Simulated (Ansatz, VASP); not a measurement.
# Ti: VASP beside Ansatz

```
Ti
1.0
    -1.64100    1.64100    1.64100
     1.64100   -1.64100    1.64100
     1.64100    1.64100   -1.64100
Ti
1
Direct
  0.00000 0.00000 0.00000
```

This isn't the form of Ti at room conditions, which is hcp.

Alike in both runs: task single point; functional PBE; k mesh 7 × 7 × 7; occupations fermi-dirac, width 0.02 eV; no spin polarisation.

|  | VASP | Ansatz |
| --- | --- | --- |
| version | VASP 6.6.1 | Ansatz 0.2.0 |
| potentials or method | VASP PAW PBE potentials, release 64 (Ti_sv), cutoff 520 eV | all-electron LAPW, scalar-relativistic |

Ansatz gave:

- gap on the k mesh at the Fermi level (eV): none
- pressure (GPa): -1.5

**Question.** What did VASP give for the same quantities?

**Answer.** gap on the k mesh at the Fermi level (eV): none; pressure (GPa): -1.9.

A gap of «none» marks a metal or a gap that the smearing closes. Ansatz ran all-electron here, so the differences hold the error of VASP's frozen core and of both bases.

Caveats: the k mesh is coarse (spacing up to 0.39 Å⁻¹), so the values aren't converged; the k mesh is thin for a metal, which can move the energy by tens of meV per atom (Ansatz).
